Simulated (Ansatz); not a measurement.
Crystal: Sn.

```xyz
2
Lattice="-2.9401 2.9401 1.5993 2.9401 -2.9401 1.5993 2.9401 2.9401 -1.5993" Properties=species:S:1:pos:R:3 pbc="T T T"
Sn    0.0000    0.0000    0.0000
Sn    0.0000    2.9401    0.7997
```

```yaml
Program: Ansatz 0.2.0
Task: relaxation of cell and atoms
Functional: PBEsol
Dispersion: D4
Potentials_or_basis: all-electron LAPW, scalar-relativistic
Basis_error_allowed: 0.001 eV/atom
k_mesh: 9 × 9 × 9
Occupations: fermi-dirac, width 0.05 eV
Spin: no spin polarisation
```

At the start: volume 27.65 Å³/atom.

Q: How do energy, volume and symmetry change on relaxing?

A: Over 5 steps the energy falls by 13.5 meV/atom and the volume is 26.21 Å³/atom (-5.2 %); space group I4_1/amd (No. 141, to 0.05 Å).

The path:
```
step  energy change (eV)  largest force (eV/Å)  volume (Å³)
   1              0.0000                0.0000        55.30
   2             -0.0221                0.0000        51.30
   3             -0.0269                0.0000        52.53
   4             -0.0270                0.0000        52.42
   5             -0.0270                0.0000        52.42
```

Final structure:
```
CELL_PARAMETERS angstrom
-2.89506 2.89506 1.56356
2.89506 -2.89506 1.56356
2.89506 2.89506 -1.56356
ATOMIC_POSITIONS crystal
Sn 0.00000 0.00000 0.00000
Sn 0.75000 0.25000 0.50000
```
